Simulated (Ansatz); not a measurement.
`C=CC(C)=O` + H₂O → `C=CC(=O)O` + CH₄ at 400 K and 1 bar (formal hydrolysis of a C–C bond).

Program: Ansatz. Geometries: PBE0-D4/def2-TZVP. ΔE: electronic, gas phase. CCSD(T)/CBS is the MP2 limit (def2-TZVPP, def2-QZVPP) plus CCSD(T) − MP2 in def2-TZVPP, frozen cores. This one scheme is used for every species. Each species was taken in one conformer, which may not be the lowest.

```
    species  CCSD(T)/CBS energy (Eh)  H − E (kJ/mol)  S (J/(mol·K))
`C=CC(C)=O`               -230.96712           263.3          342.9
        H₂O                -76.37941            69.8          198.6
`C=CC(=O)O`               -266.90041           202.5          325.6
        CH₄                -40.46206           131.3          197.2
```

H − E and S are ideal-gas, rigid-rotor, harmonic terms from PBE0-D4/def2-TZVP, for one conformer and one mirror image of each species. 1 Eh = 2625.50 kJ/mol, R = 8.31446 J/(mol·K).

**Question.** By hand: ΔE, ΔH, ΔS and ΔG.

**Answer.** ΔE = (-266.90041) + (-40.46206) − (-230.96712) − (-76.37941) = -0.01594 Eh = -41.9 kJ/mol. Δ(H − E) = 202.5 + 131.3 − 263.3 − 69.8 = 0.7, so ΔH = -41.2 kJ/mol. ΔS = 325.6 + 197.2 − 342.9 − 198.6 = -18.7 J/(mol·K). ΔG = -41.2 − 400 × (-18.7)/1000 = -33.7 kJ/mol.

**Question.** By hand: the equilibrium constant, and the temperature at which ΔG would vanish if ΔH and ΔS stayed fixed.

**Answer.** log₁₀ K = −ΔG/(RT ln 10) = 4.4. ΔG = 0 at ΔH/ΔS = 2203 K, though so small a ΔS makes that figure unsure.

ΔH outweighs TΔS. A doubt of 5 kJ/mol in ΔE shifts log₁₀ K by 0.7 here. Other conformers and mirror images would add mixing entropy, several J/(mol·K) or more a flexible species. These are equilibria of isolated gas molecules and say nothing of rates. Largest T1 diagnostic: 0.015 (customary marks: 0.02 for closed shells, 0.045 for open ones).
